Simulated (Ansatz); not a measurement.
# La: equation of state with LDA

La:

```xyz
1
Lattice="-2.1238 2.1238 2.1238 2.1238 -2.1238 2.1238 2.1238 2.1238 -2.1238" Properties=species:S:1:pos:R:3 pbc="T T T"
La    0.0000    0.0000    0.0000
```

This isn't the form of La at room conditions, which is double hcp.

- Program: Ansatz 0.2.0
- Task: equation of state
- Functional: LDA
- Potentials or basis: Ansatz PAW
- Cutoff: 420 eV
- Density cutoff: 1680 eV
- k mesh: 9 × 9 × 9
- Occupations: fermi-dirac, width 0.05 eV
- Spin: no spin polarisation

```json
{"Equilibrium volume": "32.81 Å³/atom (rough: see the caveat)", "Bulk modulus": "31 GPa (rough)"}
```

Energy against volume, from the lowest point:
```tsv
volume (Å³/atom)	energy (meV/atom)
36.020	0.00
36.787	13.28
37.553	28.72
38.320	46.14
39.086	65.35
39.852	86.20
40.619	108.54
```

All runs of the series together: 5.3 s on 2 threads of Arm Neoverse V1, on a shared host.

Caveat: the minimum lies outside the volumes run. Spin-orbit coupling is left out, which matters for the levels of La.
